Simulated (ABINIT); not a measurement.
Nb, 1 atom in the cell. Symmetry: Im-3m, No. 229, cubic system. Conventional cell: a = 3.328 Å, b = 3.328 Å, c = 3.328 Å, α = 90.00°, β = 90.00°, γ = 90.00°. Nb (site symmetry m-3m) has 8 Nb at 2.88 Å as nearest neighbours. 

| Quantity | Value |
| --- | --- |
| Program | ABINIT 10.8.3 (patched build) |
| Task | band structure |
| Functional | BLYP |
| Potentials or basis | JTH PAW PBE v2.0 |
| Cutoff | 435 eV |
| k mesh | 11 × 11 × 11 |
| Occupations | fermi-dirac, width 0.05 eV |
| Spin | no spin polarisation |
| Fine-grid cutoff | 870.764 eV |
| Exchange and correlation inside the PAW spheres | full angular mesh (pawxcdev 0, this build's default; the released program takes 1) |

Potentials or basis: JTH PAW PBE v2.0.

The run is started by

```console
$ abinit run.abi > log 2>&1
```

Hardware: 1 thread of Arm Neoverse V1, with other jobs on the host.

How long does it take, and how much memory?

Run time: 9.7 s on 1 thread of Arm Neoverse V1 (shared host), peak memory 0.11 GiB. Counts: scf iterations 9, mpi ranks 1, k points 56, bands 11, plane waves 392.
